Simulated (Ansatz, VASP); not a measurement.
## BN: VASP beside Ansatz

Contents of POSCAR:

```
BN
1.0
    2.4982400000      0.0000000000      0.0000000000
   -1.2491200000      2.1635393048      0.0000000000
    0.0000000000      0.0000000000      6.6357000000
B N
2 2
Direct
    0.3333333333      0.6666666667      0.2500000000
    0.6666666667      0.3333333333      0.7500000000
    0.3333333333      0.6666666667      0.7500000000
    0.6666666667      0.3333333333      0.2500000000
```

The input INCAR.step1:

```
PREC = Accurate
ENCUT = 520
ISMEAR = -1
SIGMA = 0.02
LREAL = False
LASPH = True
NELM = 100
NBANDS = 16
GGA = PE
ALGO = Normal
EDIFF = 1E-4
LWAVE = True
LCHARG = False
```

The input INCAR.step2:

```
PREC = Accurate
ENCUT = 520
EDIFF = 1E-8
ISMEAR = -1
SIGMA = 0.02
LREAL = False
LASPH = True
NELM = 100
ALGO = Normal
ISIF = 2
LWAVE = False
LCHARG = False
METAGGA = R2SCAN
LMIXTAU = True
LEFG = True
NBANDS = 16
ISTART = 1
```

Contents of KPOINTS:

```
Automatic mesh
0
Gamma
  14 14 5
```

Input for Ansatz:

```yaml
crystal:
  lattice:
    - [2.49824, 0.0, 0.0]
    - [-1.24912, 2.1635393048, 0.0]
    - [0.0, 0.0, 6.6357]
  atoms:
    - { symbol: B, position: [0.3333333333, 0.6666666667, 0.25] }
    - { symbol: B, position: [0.6666666667, 0.3333333333, 0.75] }
    - { symbol: "N", position: [0.3333333333, 0.6666666667, 0.75] }
    - { symbol: "N", position: [0.6666666667, 0.3333333333, 0.25] }
kpoints:
  mp_grid: { grid: [14, 14, 5] }
scf:
  occupations: { method: fermi_dirac, width: 0.02 }
hamiltonian:
  xc: r2scan
  pseudopotentials: { kind: paw }
output:
  forces: true
  stress: true
  populations: true
  efg:
    quadrupole_moments_barn: { B: 0.04059, "N": 0.02044 }
    contact_densities: true
  write_density: true
  write_potential: true
  elf: true
  volumetric_format: npy
```

Alike in both runs: task electric field gradients; functional r2SCAN; k mesh 14 × 14 × 5; occupations fermi-dirac, width 0.02 eV; no spin polarisation.

```csv
,VASP,Ansatz
version,VASP 6.6.1,Ansatz 0.2.0
potentials or method,"VASP PAW PBE potentials, release 64 (B, N)","plane-wave PAW, scalar-relativistic"
plane-wave cutoff (eV),520,500
valence electrons in the cell,16,16
```

|  | VASP | Ansatz | Ansatz less VASP |
| --- | --- | --- | --- |
| gap on the k mesh at the Fermi level (eV) | 4.86 | 4.82 | -0.040 |
| pressure (GPa) | 1.5 | 1.1 | -0.40 |
| largest component of the traceless stress (GPa) | 0.84 | 0.16 | -0.679 |
| Vzz of the field gradient on the site that differs most (V/Å²) | 37.8 | 29.6 | -8.25 |

Caveats: the PAW data sets were made with another functional, which shifts forces and pressure a little (VASP); an odd mesh through Γ misses points on the zone boundary, where band edges often lie. r2SCAN opens gaps a little over a GGA but as a rule still falls short of measured ones.
